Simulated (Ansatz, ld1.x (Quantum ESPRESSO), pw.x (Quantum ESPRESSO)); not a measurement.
# pw.x on diamond P: one setting changed

Potential: norm-conserving Troullier–Martins (Kleinman–Bylander form), ld1.x (Quantum ESPRESSO) 7.5, PBE; core [Ne], reference 3s2 3p3; waves: 3s (bound): rc 1.50 bohr; 3p (bound): rc 1.30 bohr; 3d channel at 0.4 Ry: rc 1.60 bohr; local part: the d channel; core correction: Bessel-smoothed model core inside 0.65 bohr.

The reference run (k-mesh 8³, cutoffs 120/480 Ry, Fermi–Dirac 0.01 Ry, mixing_beta 0.4, conv_thr 1e-9, no spin) gives -0.60 GPa at 20.949 Å³/atom, where all-electron LAPW gives -0.21 GPa. This run, with its own iteration cap, changes ecutrho/ecutwfc to 16.

```
&control
  calculation='scf', prefix='x', pseudo_dir='./', outdir='./tmp', tstress=.true., disk_io='none'
/
&system
  ibrav=0, nat=2, ntyp=1, ecutwfc=120, ecutrho=1920, nbnd=12,
  occupations='smearing', smearing='fd', degauss=0.01
/
&electrons
  conv_thr=1e-09, mixing_beta=0.4, electron_maxstep=60
/
ATOMIC_SPECIES
P 1.0 P.UPF
CELL_PARAMETERS angstrom
  0.00000000 2.75668895 2.75668895
  2.75668895 0.00000000 2.75668895
  2.75668895 2.75668895 0.00000000
ATOMIC_POSITIONS crystal
P 0.0000 0.0000 0.0000
P 0.2500 0.2500 0.2500
K_POINTS automatic
8 8 8 0 0 0
```

```bash
pw.x < P.scf.in > P.scf.out
```

Question: How does the run end?

Answer: It converges in 8 iterations; the free energy moves by +1.3 meV/atom and the pressure by -0.16 GPa.

```
Message from routine setup:
     using ibrav=0 with symmetry is DISCOURAGED, use correct ibrav instead
     lattice parameter (alat)  =       7.3672  a.u.
     unit-cell volume          =     282.7417 (a.u.)^3
     number of electrons       =        10.00
     number of Kohn-Sham states=           12
     kinetic-energy cutoff     =     120.0000  Ry
     charge density cutoff     =    1920.0000  Ry
     scf convergence threshold =      1.0E-09
     Exchange-correlation= PBE
     number of k points=    29  Fermi-Dirac smearing, width (Ry)=  0.0100
     iteration #  1     ecut=   120.00 Ry     beta= 0.40
     total energy              =     -70.35607793 Ry
     estimated scf accuracy    <       0.01674406 Ry
     iteration #  2     ecut=   120.00 Ry     beta= 0.40
     total energy              =     -70.35524759 Ry
     estimated scf accuracy    <       0.00482597 Ry
     iteration #  3     ecut=   120.00 Ry     beta= 0.40
     total energy              =     -70.35549204 Ry
     estimated scf accuracy    <       0.00007585 Ry
     iteration #  4     ecut=   120.00 Ry     beta= 0.40
     total energy              =     -70.35552981 Ry
     estimated scf accuracy    <       0.00000031 Ry
     iteration #  5     ecut=   120.00 Ry     beta= 0.40
     total energy              =     -70.35553735 Ry
     estimated scf accuracy    <       0.00000017 Ry
     iteration #  6     ecut=   120.00 Ry     beta= 0.40
     total energy              =     -70.35553983 Ry
     estimated scf accuracy    <       0.00000006 Ry
     iteration #  7     ecut=   120.00 Ry     beta= 0.40
     total energy              =     -70.35554071 Ry
     estimated scf accuracy    <          2.7E-09 Ry
     iteration #  8     ecut=   120.00 Ry     beta= 0.40
     the Fermi energy is     6.6522 ev
!    total energy              =     -70.35554121 Ry
     estimated scf accuracy    <          3.4E-10 Ry
     smearing contrib. (-TS)   =      -0.00742077 Ry
     The total energy is F=E-TS. E is the sum of the following terms:
     one-electron contribution =       4.13825902 Ry
     hartree contribution      =       2.54362912 Ry
     xc contribution           =     -51.17860845 Ry
     ewald contribution        =     -25.85140014 Ry
     convergence has been achieved in   8 iterations
          total   stress  (Ry/bohr**3)                   (kbar)     P=       -7.54
     Message from routine punch:
     Nothing written, as per user request (disk_io='none')
```

The run took about 50 s on one core of a shared host (Neoverse-V1, 32 threads, 247 GiB, load 27).
